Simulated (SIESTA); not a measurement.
# Ir under changes of volume

One of the cells (14.627 Å³/atom); the others are scaled copies at fixed shape and fractional positions:

```
Ir
1.0
     2.75138    0.00000    0.00000
    -1.37569    2.38276    0.00000
     0.00000    0.00000    4.46229
Ir
2
Direct
  0.33333 0.66667 0.25000
  0.66667 0.33333 0.75000
```

This isn't the form of Ir at room conditions, which is fcc.

- Program: SIESTA 5.4.2
- Functional: LDA
- Potentials or basis: PseudoDojo 0.4 standard (LDA files)
- Basis: DZP (energy shift 0.003 Ry; two zetas on semicore shells)
- Grid cutoff: 800 Ry
- Energy shift: 0.003 Ry
- k mesh: 11 × 11 × 6
- Occupations: fermi-dirac, width 0.05 eV
- Spin: no spin polarisation

```csv
volume (Å³/atom),energy over the lowest point (meV/atom),pressure (GPa)
13.749,8.43,9.2
14.042,0.00,0.4
14.335,6.68,-7.2
14.627,?,?
14.920,58.15,-20.1
15.212,100.02,-25.4
15.505,150.82,-29.9
```

Q: What does the run at 14.627 Å³/atom give?

A: Energy over the lowest point 26.53 meV/atom; pressure -14.1 GPa.

Worked out: A Birch-Murnaghan fit of order 3 (a polynomial in V^(-2/3)) to the other rows has its minimum at 14.05 Å³/atom with B0 = V·E''(V) = 394 GPa and B' = 5.2 at fixed shape and positions, which overstates the stiffness. It gives 26.57 meV/atom at 14.627 Å³/atom, against the run's 26.53, and -dE/dV = -14.2 GPa, against -14.1.

Energies are extrapolated to zero smearing.

Caveats: short orbitals over semicore shells can move pressures by several GPa; the basis of atomic orbitals isn't converged, which shifts pressures, moduli and gaps.
